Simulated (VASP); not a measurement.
# Yb (P6_3/mmc) in VASP: single point with PBE

Aim: the single point of Yb with PBE.

All numbers are computed with VASP 6.6.1; they aren't measurements. Logs are shortened: lines on timing, memory, paths and dates and some standing lists are left out, and cuts for length are marked.

## 1. The structure

It takes space group P6_3/mmc (No. 194, hexagonal). The conventional cell has a = 3.707 Å, b = 3.707 Å, c = 5.971 Å, α = 90.00°, β = 90.00°, γ = 120.00°. Yb (site symmetry -6m2) is surrounded by 12 Yb at 3.67 to 3.71 Å.

The cell was built by a generator and needn't be a form met in nature.

## 2. Single point, PBE

Input file INCAR:

```
SYSTEM = Yb
PREC = Accurate ; ENCUT = 520
EDIFF = 1E-6 ; ISMEAR = 0
SIGMA = 0.05 ; LREAL = .FALSE.
LASPH = .TRUE. ; NELM = 100
ALGO = Fast ; ISIF = 2
LWAVE = .FALSE. ; LCHARG = .TRUE.
GGA = PE ; LELF = .TRUE.
LVHAR = .TRUE. ; NBANDS = 31
```

Input file KPOINTS:

```
Automatic mesh
0
G
  6 6 4
  0 0 0
```

Input file POSCAR:

```
Yb
1.0
    3.7067277205      0.0000000000      0.0000000000
   -1.8533638603      3.2101203709      0.0000000000
    0.0000000000      0.0000000000      5.9712281296
Yb
2
Direct
    0.3333333333      0.6666666667      0.7500000000
    0.6666666667      0.3333333333      0.2500000000
```

Potentials or basis: VASP PAW PBE potentials, release 64 (Yb).

Command:

```bash
$ cat potpaw_PBE.64/Yb/POTCAR > POTCAR
$ mpirun -np 1 vasp_std > vasp.out
```

OUTCAR:

```text
SYSTEM = Yb
   PREC = Accurate
   ENCUT = 520
   EDIFF = 1E-6
   ISMEAR = 0
   LREAL = .FALSE.
   LASPH = .TRUE.
   NELM = 100
   ISIF = 2
   GGA = PE

 ion  position               nearest neighbor table
   1  0.333  0.667  0.750-   2 3.67   2 3.67   2 3.67   2 3.67   2 3.67   2 3.67
   2  0.667  0.333  0.250-   1 3.67   1 3.67   1 3.67   1 3.67   1 3.67   1 3.67

  LATTYP: Found a hexagonal cell.
 ALAT       =     3.7067277205
 C/A-ratio  =     1.6109163067

  Lattice vectors:

 A1 = (   3.7067277205,   0.0000000000,   0.0000000000)
 A2 = (  -1.8533638603,   3.2101203709,   0.0000000000)
 A3 = (   0.0000000000,   0.0000000000,   5.9712281296)

Analysis of symmetry for initial positions (statically):
=====================================================================
 Subroutine PRICEL returns:
 Original cell was already a primitive cell.

 Routine SETGRP: Setting up the symmetry group for a
 hexagonal supercell.

 Subroutine GETGRP returns: Found 24 space group operations
 (whereof 12 operations were pure point group operations)
 out of a pool of 24 trial point group operations.

The static configuration has the point symmetry D_3d.
 The point group associated with its full space group is D_6h.

Analysis of symmetry for dynamics (positions and initial velocities):
=====================================================================
 Subroutine PRICEL returns:
 Original cell was already a primitive cell.

 Routine SETGRP: Setting up the symmetry group for a
 hexagonal supercell.

 Subroutine GETGRP returns: Found 24 space group operations
 (whereof 12 operations were pure point group operations)
 out of a pool of 24 trial point group operations.

The dynamic configuration has the point symmetry D_3d.
 The point group associated with its full space group is D_6h.

 Subroutine INISYM returns: Found 24 space group operations
 (whereof 12 operations are pure point group operations),
 and found     1 'primitive' translations

----------------------------------------------------------------------------------------

                                     Primitive cell

  volume of cell :      71.0519

  direct lattice vectors                    reciprocal lattice vectors
     3.706727720  0.000000000  0.000000000     0.269779729  0.155757399  0.000000000
    -1.853363860  3.210120371  0.000000000     0.000000000  0.311514798  0.000000000
     0.000000000  0.000000000  5.971228130     0.000000000  0.000000000  0.167469736

  length of vectors
[... 77 lines left out ...]
   NELM   =    100;   NELMIN=  2; NELMDL= -5     # of ELM steps
   EDIFF  = 0.1E-05   stopping-criterion for ELM
   LREAL  =      F    real-space projection
   EDIFFG = 0.1E-04   stopping-criterion for IOM
   NSW    =      0    number of steps for IOM
   IBRION =     -1    ionic relax: 0-MD 1-quasi-New 2-CG
   NFREE  =      0    steps in history (QN), initial steepest desc. (CG)
   ISIF   =      2    stress and relaxation
   ISYM   =      2    0-nonsym 1-usesym 2-fastsym
   POTIM  = 0.5000    time-step for ionic-motion
   TEBEG  =    0.0;   TEEND  =   0.0 temperature during run
   PSTRESS=    0.0 pullay stress
   NELECT =      48.0000    total number of electrons
   NUPDOWN=      -1.0000    fix difference up-down
   EMIN   =  10.00;   EMAX   =-10.00  energy-range for DOS
   EFERMI =   0.00;   METHOD = LEGACY
   ISMEAR =     0;   SIGMA  =   0.05  broadening in eV -4-tet -1-fermi 0-gaus
   EFERMI_NEDOS =   21; number of points for ismear=-14 and -15
   IALGO  =     68    algorithm
   IMIX   =      4    mixing-type and parameters
     AMIX     =   0.40;   BMIX     =  1.00
     AMIX_MAG =   1.60;   BMIX_MAG =  1.00
  volume/ion in A,a.u.               =      35.53       239.74
  Fermi-wavevector in a.u.,A,eV,Ry     =   1.436470  2.714535 28.074905  2.063447
  Thomas-Fermi vector in A             =   2.555655
   LORBIT       =      0    0 simple, 1 ext, 2 COOP (PROOUT), +10 PAW based schemes
   GGA     = PE    functional components
   LHFCALC =     F    Hartree Fock is set to
   AEXX    =    0.0000 exact exchange contribution
   IVDW    =     0    specifies the selected vdW correction
   LEPSILON=     F    determine dielectric tensor
   LRPA    =     F    only Hartree local field effects (RPA)
 non-spin polarized calculation
 RMM-DIIS sequential band-by-band and
 Gauss-broadening in eV      SIGMA  =   0.05
  energy-cutoff  :      520.00
  volume of cell :       71.05
 maximum number of plane-waves:      1928
 NGX is ok and might be reduce to    28
   NGX = 13   NGY = 13   NGZ = 23

 number of electron      48.0000012 magnetization

 Free energy of the ion-electron system (eV)
  ---------------------------------------------------
  ext. energy  EPLUGINS =         0.00000000
  ---------------------------------------------------
  free energy    TOTEN  =        -7.10834995 eV

  energy without entropy =       -7.10365958  energy(sigma->0) =       -7.10600477

 E-fermi :   1.5883     XC(G=0):  -9.4919

 val. band max:        1.5778116839   @ k =   0.3333   0.1667   0.0000
 cond. band min:       1.6156379564   @ k =   0.3333   0.0000   0.0000
 fundamental gap:      0.0378262725
 Fermi energy:         1.5882567800

 k-point     1 :       0.0000    0.0000    0.0000
  band No.  band energies     occupation
      1     -50.1009      2.00000
      2     -50.0823      2.00000
      3     -22.6482      2.00000
      4     -22.3264      2.00000
      5     -22.3264      2.00000
      6     -22.2842      2.00000
[... 703 lines left out ...]
     30       5.3583      0.00000
     31       7.1073      0.00000

------------------------ aborting loop because EDIFF is reached ----------------------------------------

  FORCE on cell =-STRESS in cart. coord.  units (eV):
  Direction    XX          YY          ZZ          XY          YZ          ZX
  --------------------------------------------------------------------------------------
  -------------------------------------------------------------------------------------
  Total       -0.1718261     -0.1718261     -0.1273723      0.0000000      0.0000000     -0.0000000
  in kB       -3.8745740     -3.8745740     -2.8721692      0.0000000      0.0000000     -0.0000000
  external PRESSURE =      -3.5404391 kB  Pullay stress =       0.0000000 kB

 VOLUME and BASIS-vectors are now :
 -----------------------------------------------------------------------------
  energy-cutoff  :      520.00
  volume of cell :       71.05
      direct lattice vectors                 reciprocal lattice vectors
     3.706727720  0.000000000  0.000000000     0.269779729  0.155757399  0.000000000
    -1.853363860  3.210120371  0.000000000     0.000000000  0.311514798  0.000000000
     0.000000000  0.000000000  5.971228130     0.000000000  0.000000000  0.167469736

 POSITION                                       TOTAL-FORCE (eV/Angst)
 -----------------------------------------------------------------------------------
     -0.00000      2.14008      4.47842         0.000000     -0.000000     -0.000000
      1.85336      1.07004      1.49281        -0.000000      0.000000      0.000000
 -----------------------------------------------------------------------------------
    total drift:                               -0.000000      0.000000     -0.000000

  FREE ENERGIE OF THE ION-ELECTRON SYSTEM (eV)
  ---------------------------------------------------
  free  energy   TOTEN  =        -7.1083499530 eV

  energy  without entropy=       -7.1036595791  energy(sigma->0) =       -7.10600477
```

OSZICAR:

```text
N       E                     dE             d eps       ncg     rms          rms(c)
DAV:   1     0.321537006998E+03    0.32154E+03   -0.15800E+04  1891   0.101E+04
DAV:   2     0.558701764784E+02   -0.26567E+03   -0.25210E+03  1885   0.869E+02
DAV:   3     0.388541274739E+01   -0.51985E+02   -0.50733E+02  2090   0.203E+02
[... 40 lines left out ...]
RMM:  44    -0.710834294424E+01   -0.41839E-05   -0.92288E-05  2111   0.207E-01    0.230E-02
RMM:  45    -0.710834475490E+01   -0.18107E-05   -0.57967E-05  2028   0.194E-01    0.636E-03
RMM:  46    -0.710834831968E+01   -0.35648E-05   -0.45116E-05  1972   0.173E-01    0.626E-03
RMM:  47    -0.710834994767E+01   -0.16280E-05   -0.26798E-05  1911   0.162E-01    0.602E-03
RMM:  48    -0.710835009755E+01   -0.14988E-06   -0.11148E-05  1871   0.149E-01    0.707E-03
RMM:  49    -0.710834995301E+01    0.14454E-06   -0.63171E-06  1834   0.139E-01
   1 F= -.71083500E+01 E0= -.71060048E+01  d E =-.469037E-02
```

It took 2.4 min on 1 thread of Intel Xeon Platinum 8488C (Sapphire Rapids), shared host; peak memory 0.21 GiB.

Results:

| Property | Result |
| --- | --- |
| Free energy | -7.1083 eV |
| Pressure | -0.4 GPa |
| Band gap on the k mesh | none (metal or under the smearing width) |

Stress tensor (GPa, compression positive):
```
-0.39  0.00  0.00
 0.00 -0.39  0.00
 0.00  0.00 -0.29
```
